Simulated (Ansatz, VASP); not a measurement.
# Ir: VASP beside Ansatz

```xyz
2
Lattice="0.0000 2.4627 3.9085 1.7275 0.0000 3.9085 1.7275 2.4627 0.0000" Properties=species:S:1:pos:R:3 pbc="T T T"
Ir    1.7275    2.4627    0.6809
Ir    1.7275    2.4627    7.1361
```

Alike in both runs: task single point; functional PBE; k mesh 6 × 6 × 6; occupations gaussian, width 0.1 eV; no spin polarisation.

|  | VASP | Ansatz |
| --- | --- | --- |
| version | VASP 6.6.1 | Ansatz 0.2.0 |
| potentials or method | VASP PAW PBE potentials, release 64 (Ir) | scalar-relativistic, plane waves, PAW |
| plane-wave cutoff (eV) | 520 | 420 |
| valence electrons in the cell | 18 | 34 |

```tsv
	VASP	Ansatz	Ansatz less VASP
gap on the k mesh at the Fermi level (eV)	none	none	-
rms of the force components (eV/Å)	68.263	168.978	+100.7148
```

Atom by atom the forces differ by 100.715 eV/Å (rms over components). A gap of «none» marks a metal or a gap that the smearing closes. The two sets of potentials don't hold the same shells in valence.

Caveats: the k mesh is coarse (spacing up to 0.39 Å⁻¹), so the values aren't converged; forces of over 1 eV/Å show positions far from the minimum, so gaps and moduli don't describe the material at rest. Spin-orbit coupling is left out, which matters for the levels of Ir.
